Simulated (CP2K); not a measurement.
# TePb (Fm-3m) in CP2K: notebook, part 3 of 3

CP2K 2026.2. Earlier steps stand in the parts before.

## 4. Single point, PBE (atoms moved at random, drawn with an rms of 0.1 Å)

Contents of tepb_scf.inp:

```
&GLOBAL
  PROJECT tepb_scf
  RUN_TYPE ENERGY_FORCE
  PRINT_LEVEL LOW
&END GLOBAL
&FORCE_EVAL
  METHOD QS
  STRESS_TENSOR ANALYTICAL
  &DFT
    BASIS_SET_FILE_NAME BASIS_MOLOPT_UZH
    POTENTIAL_FILE_NAME POTENTIAL_UZH
    &MGRID
      CUTOFF 500
      REL_CUTOFF 60
      NGRIDS 5
    &END MGRID
    &QS
      METHOD GAPW_XC
      EPS_DEFAULT 1.0E-9
    &END QS
    &KPOINTS
      SCHEME MONKHORST-PACK 7 7 7
      GAMMA_CENTERED T
      SYMMETRY T
      SYMMETRY_BACKEND SPGLIB
    &END KPOINTS
    &SCF
      SCF_GUESS ATOMIC
      EPS_SCF 1.0E-6
      MAX_SCF 100
      ADDED_MOS 10
      CHOLESKY OFF
      EPS_EIGVAL 1.0E-7
      &DIAGONALIZATION ON
        ALGORITHM STANDARD
      &END DIAGONALIZATION
      &MIXING ON
        METHOD BROYDEN_MIXING
        ALPHA 0.4
        BETA 1.5
        NBUFFER 8
      &END MIXING
      &SMEAR ON
        METHOD FERMI_DIRAC
        ELECTRONIC_TEMPERATURE [K] 580.226
      &END SMEAR
    &END SCF
    &XC
      &XC_FUNCTIONAL PBE
      &END XC_FUNCTIONAL
    &END XC
    &PRINT
      &KPOINTS ON
      &END KPOINTS
      &MULLIKEN ON
      &END MULLIKEN
      &MO ON
        ENERGIES T
        OCCUPATION_NUMBERS T
        &EACH
          QS_SCF 0
        &END EACH
        ADD_LAST NUMERIC
      &END MO
      &LOWDIN ON
      &END LOWDIN
      &HIRSHFELD ON
        SHAPE_FUNCTION DENSITY
      &END HIRSHFELD
      &E_DENSITY_CUBE ON
        STRIDE 2
      &END E_DENSITY_CUBE
      &V_HARTREE_CUBE ON
        STRIDE 2
      &END V_HARTREE_CUBE
    &END PRINT
  &END DFT
  &SUBSYS
    &CELL
      A 4.5693240200 0.0000000000 0.0000000000
      B 2.2846620100 3.9571506795 0.0000000000
      C 2.2846620100 1.3190502265 3.7308374395
      PERIODIC XYZ
    &END CELL
    &COORD
      Pb  -0.0976670163 0.0969594250 0.0211240016
      Te  4.5575214561 2.6448487140 1.8094822740
    &END COORD
    &KIND Pb
      BASIS_SET TZVP-MOLOPT-PBE-GTH-q4
      POTENTIAL GTH-PBE-q4
      LEBEDEV_GRID 110
      RADIAL_GRID 80
    &END KIND
    &KIND Te
      BASIS_SET TZVP-MOLOPT-PBE-GTH-q6
      POTENTIAL GTH-PBE-q6
      LEBEDEV_GRID 110
      RADIAL_GRID 80
    &END KIND
    &PRINT
      &ATOMIC_COORDINATES ON
      &END ATOMIC_COORDINATES
      &CELL ON
      &END CELL
    &END PRINT
  &END SUBSYS
  &PRINT
    &FORCES ON
    &END FORCES
    &STRESS_TENSOR ON
    &END STRESS_TENSOR
  &END PRINT
&END FORCE_EVAL
```

Potentials or basis: POTENTIAL_UZH Pb GTH-PBE-q4, Te GTH-PBE-q6; TZVP-MOLOPT-PBE-GTH basis.

On the command line:

```sh
> OMP_NUM_THREADS=1 cp2k.psmp -i tepb_scf.inp -o tepb_scf.out
```

tepb_scf.out:

```text

 CP2K| version string:                                       CP2K version 2026.2
 CP2K| Input file name                                              tepb_scf.inp

 GLOBAL| Force Environment number                                              1
 GLOBAL| Basis set file name                                    BASIS_MOLOPT_UZH
 GLOBAL| Potential file name                                       POTENTIAL_UZH
 GLOBAL| MM Potential file name                                     MM_POTENTIAL
 GLOBAL| Coordinate file name                                      __STD_INPUT__
 GLOBAL| Method name                                                        CP2K
 GLOBAL| Project name                                                   tepb_scf
 GLOBAL| Run type                                                   ENERGY_FORCE
 GLOBAL| FFT library                                                       FFTW3
[... 6 lines left out ...]
 GLOBAL| Total number of message passing processes                             1
 GLOBAL| Number of threads for this process                                    1
 GLOBAL| CPU model name                                 Intel(R) Xeon(R) 6975P-C

 CELL| Volume [angstrom^3]:                                            67.459151
 CELL| Vector a [angstrom]:       4.569     0.000     0.000   |a| =     4.569324
 CELL| Vector b [angstrom]:       2.285     3.957     0.000   |b| =     4.569324
 CELL| Vector c [angstrom]:       2.285     1.319     3.731   |c| =     4.569324
 CELL| Angle (b,c), alpha [degree]:                                    60.000000
 CELL| Angle (a,c), beta  [degree]:                                    60.000000
 CELL| Angle (a,b), gamma [degree]:                                    60.000000
 CELL| Numerically orthorhombic:                                              NO
 CELL| Periodicity                                                           XYZ

 CELL_REF| Volume [angstrom^3]:                                        67.459151
 CELL_REF| Vector a [angstrom     4.569     0.000     0.000   |a| =     4.569324
 CELL_REF| Vector b [angstrom     2.285     3.957     0.000   |b| =     4.569324
 CELL_REF| Vector c [angstrom     2.285     1.319     3.731   |c| =     4.569324
 CELL_REF| Angle (b,c), alpha [degree]:                                60.000000
 CELL_REF| Angle (a,c), beta  [degree]:                                60.000000
 CELL_REF| Angle (a,b), gamma [degree]:                                60.000000
 CELL_REF| Numerically orthorhombic:                                          NO
 CELL_REF| Periodicity                                                       XYZ
[... 9 lines left out ...]
 TOTAL NUMBERS AND MAXIMUM NUMBERS

  Total number of            - Atomic kinds:                                   2
                             - Atoms:                                          2
                             - Shell sets:                                     2
[... 445 lines left out ...]
 MO|     10               0.471002              12.816627               0.000000
 MO|     11               0.569217              15.489178               0.000000
 MO|     12               0.598726              16.292174               0.000000
 MO|     13               0.640191              17.420481               0.000000
 MO|     14               0.689391              18.759273               0.000000
 MO|     15               0.726388              19.766019               0.000000
 MO| Sum:                                                              10.000000
 MO| E(Fermi):            0.156582 a.u.          4.260817 eV

 [... the levels of further k-points ...]

 The electron density is written in Cube    file format to the file:

 tepb_scf-ELECTRON_DENSITY-1_0.cube

 !-----------------------------------------------------------------------------!
                     Mulliken Population Analysis

 #  Atom  Element  Kind  Atomic population                           Net charge
       1     Pb       1          3.456815                              0.543185
       2     Te       2          6.543185                             -0.543185
 # Total charge                             10.000000                  0.000000

 !-----------------------------------------------------------------------------!

 !-----------------------------------------------------------------------------!
                           Hirshfeld Charges

  #Atom  Element  Kind  Ref Charge     Population                    Net charge
      1       Pb     1       4.000          3.834                         0.166
      2       Te     2       6.000          6.166                        -0.166

  Total Charge                                                           -0.000
 !-----------------------------------------------------------------------------!

 LOWDIN POPULATION ANALYSIS

 #  Atom  Element  Kind  Atomic population                           Net charge
       1     Pb       1          4.455089                             -0.455089
       2     Te       2          5.544911                              0.455089
 # Total charge                             10.000000                  0.000000

 ENERGY| Total FORCE_EVAL ( QS ) energy [hartree]            -11.729347762524327

 FORCES| Atomic forces [hartree/bohr]
 FORCES|   Atom     x               y               z               |f|
 FORCES|      1  1.57366762E-03 -1.79916802E-03 -1.53113375E-03   2.83862746E-03
 FORCES|      2 -1.57430122E-03  1.79953782E-03  1.53134217E-03   2.83932554E-03
 FORCES| Sum    -6.33606478E-07  3.69801986E-07  2.08420079E-07
 FORCES| Total atomic force                                       7.62659562E-07

 STRESS| Analytical stress tensor [bar]
 STRESS|                        x                   y                   z
 STRESS|      x        2.83563982677E+04  -3.40407100359E+02  -6.98834191277E+02
 STRESS|      y       -3.40407100359E+02   3.06940078556E+04   2.08830368845E+03
 STRESS|      z       -6.98834191277E+02   2.08830368845E+03   2.93976467604E+04
 STRESS| 1/3 Trace                                             2.94826842946E+04
 STRESS| Determinant                                           2.54458086801E+13

 STRESS| Eigenvectors and eigenvalues of the analytical stress tensor [bar]
 STRESS|                        1                   2                   3
 STRESS| Eigenvalues   2.76451607206E+04   2.84509545959E+04   3.23519375672E+04
 STRESS|      x           0.508853725727      0.843695156897     -0.171015695307
 STRESS|      y          -0.447073919884      0.428767331631      0.785037251018
 STRESS|      z           0.735658070012     -0.323012472752      0.595373955152
```

Wall time 31 s (1 thread of Intel Xeon 6975P-C (Granite Rapids), shared host); peak memory 0.4 GiB.

What came out:

```
Free energy            : -319.1718 eV
Pressure               : 2.9 GPa
Largest force          : 0.146 eV/Å
Band gap on the k mesh : 0.96 eV, direct
Mulliken charges       : Pb +0.54; Te -0.54 e
Hirshfeld charges      : Pb +0.17; Te -0.17 e
```

Forces in eV/Å, atoms in the order of the input:
```
Pb   0.081 -0.093 -0.079
Te  -0.081  0.093  0.079
```

Stress tensor (GPa, compression positive):
```
 2.84 -0.03 -0.07
-0.03  3.07  0.21
-0.07  0.21  2.94
```

Levels at points of the mesh, in eV from the valence-band top:
```tsv
k point	band 1	band 2	band 3	band 4	band 5	band 6	band 7	band 8	band 9	band 10
(0.00, 0.00, 0.00)	-12.12	-5.47	-1.36	-1.33	-1.30	4.22	4.29	4.39	6.22	6.31
```

Caveat: Mulliken charges move with the basis; spin-orbit coupling is left out, which as a rule narrows the gap of such compounds by several tenths of an eV; an odd mesh through Γ misses points on the zone boundary, where band edges often lie; the basis of atomic orbitals isn't converged, which shifts pressures, moduli and gaps.

## 5. Summary

```tsv
quickstep method	CUTOFF of the grids	gap on the mesh (eV)	pressure (GPa)	largest force (eV/Å)
GPW	450 Ry	0.96	2.9	0.15
GAPW	500 Ry	0.96	2.9	0.15
GAPW_XC	500 Ry	0.96	2.9	0.15
```

Alike in all rows: task single point; level PBE; potentials or basis POTENTIAL_UZH Pb GTH-PBE-q4, Te GTH-PBE-q6; TZVP-MOLOPT-PBE-GTH basis; no spin polarisation; cell atoms moved at random, drawn with an rms of 0.1 Å; k mesh 7 × 7 × 7; smearing fermi-dirac 0.05 eV.

Caveats: spin-orbit coupling is left out, which as a rule narrows the gap of such compounds by several tenths of an eV; an odd mesh through Γ misses points on the zone boundary, where band edges often lie; the basis of atomic orbitals isn't converged, which shifts pressures, moduli and gaps.

Absolute energies hang on the potentials; compare differences alone.
